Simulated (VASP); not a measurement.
Pt: vibrations by finite differences with PBEsol

The system is Pt.

```xyz
1
Lattice="0.0000 1.9580 1.9580 1.9580 0.0000 1.9580 1.9580 1.9580 0.0000" Properties=species:S:1:pos:R:3 pbc="T T T"
Pt    0.0000    0.0000    0.0000
```

```
Program                   : VASP 6.6.1
Task                      : vibrations by finite differences
Functional                : PBEsol
Potentials or basis       : VASP PAW PBE potentials, release 64 (Pt)
Cutoff                    : 520 eV
k mesh                    : 18 × 18 × 18
Occupations               : gaussian, width 0.1 eV
Spin                      : no spin polarisation
Ions in elastic constants : relaxed
Further INCAR settings    : ALGO = Normal; EDIFF = 1e-08; IBRION = 6; POTIM = 0.015; NSW = 1; ISIF = 3
```

```
Elastic constants C11, C12, C44 : 357, 256, 74 GPa
Voigt bulk modulus              : 290 GPa
```

Elastic tensor in Voigt notation (GPa, in the Cartesian axes of the cell as first typed):
```
357 256 256   0   0   0
256 357 256   0   0   0
256 256 357   0   0   0
  0   0   0  74   0   0
  0   0   0   0  74   0
  0   0   0   0   0  74
```

Clamped-ion elastic tensor (GPa):
```
357 256 256   0   0   0
256 357 256   0   0   0
256 256 357   0   0   0
  0   0   0  74   0   0
  0   0   0   0  74   0
  0   0   0   0   0  74
```

It took 9 min on 1 thread of Intel(R) Xeon(R) Platinum 8488C (Sapphire Rapids) (shared host), peak memory 0.51 GiB.

Caveat: elastic constants of metals need much finer meshes, so these are rough; the PAW data sets were made with another functional, which shifts forces and pressure a little. Spin-orbit coupling is left out, which matters for the levels of Pt.
